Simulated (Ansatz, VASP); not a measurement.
# Ti in VASP and in Ansatz

```
Ti
1.0
    -1.64100    1.64100    1.61638
     1.64100   -1.64100    1.61638
     1.64100    1.64100   -1.61638
Ti
1
Direct
  0.00000 0.00000 0.00000
```

Change from the starting cell: strain +0.000 along x and y, -0.015 along z, atoms carried along.

Alike in both runs: task single point; functional PBEsol; k mesh 20 × 20 × 20; occupations gaussian, width 0.15 eV; no spin polarisation.

|  | VASP | Ansatz |
| --- | --- | --- |
| version | VASP 6.6.1 | Ansatz 0.2.0 |
| potentials or method | VASP PAW PBE potentials, release 64 (Ti_sv) | scalar-relativistic, plane waves, PAW |
| plane-wave cutoff (eV) | 520 | 420 |
| valence electrons in the cell | 12 | 12 |

```csv
,VASP,Ansatz,Ansatz less VASP
gap on the k mesh at the Fermi level (eV),none,none,-
pressure (GPa),-5.5,-5.3,+0.25
largest component of the traceless stress (GPa),0.27,0.27,-0.001
```

A gap of «none» marks a metal or a gap that the smearing closes.

Caveats: the PAW data sets were made with another functional, which shifts forces and pressure a little (VASP).
